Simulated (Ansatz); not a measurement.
Runs of Ansatz 0.2.0 on TiAl. It takes space group Pm-3m (No. 221, cubic). The conventional cell has a = 3.179 Å, b = 3.179 Å, c = 3.179 Å, α = 90.00°, β = 90.00°, γ = 90.00°. Around Ti (site symmetry m-3m) lie 8 Al at 2.75 Å. Al (site symmetry m-3m) has 8 Ti at 2.75 Å as nearest neighbours. The cell comes from a database or a generator and needn't be the stable form of this composition.

| task | level | potentials or basis | k mesh | cutoff (eV) | smearing | points for each segment of the path | mesh quality | gap on the mesh (eV) | pressure (GPa) |
| --- | --- | --- | --- | --- | --- | --- | --- | --- | --- |
| band structure | PBEsol | Ansatz PAW | 5 × 5 × 5 | 420 | fermi-dirac 0.05 eV | 14 | coarse | none | -2.4 |
| atomic charges | HSE03+D3(BJ) | Ansatz PAW | 5 × 5 × 5 | 420 | fermi-dirac 0.15 eV | - | coarse | none | - |
| band structure | LDA | Ansatz PAW | 5 × 5 × 5 | 420 | fermi-dirac 0.05 eV | 14 | coarse | none | (a) |
| density of states | m-r2SCAN | Ansatz PAW earlier set | 8 × 8 × 8 | 900 | methfessel-paxton 0.1 eV | - | not flagged | none | -0.6 |

Alike in all rows: no spin polarisation; cell as given.

**Question.** Estimate the missing entries.

**Answer.** (a) -5.7.

Caveats: some runs use coarse meshes; the PAW data sets come from PBE, with cores solved anew for the run's functional, which leaves a small shift of forces and pressure; pairwise dispersion overbinds metals, which lowers pressure and volume (some runs); the density of states is complete only up to the lowest level of the last band computed (some runs).

A k mesh can miss the band edges.

A gap of «none» marks a metal or a gap under the smearing width.

Not every run made on this cell is shown here.
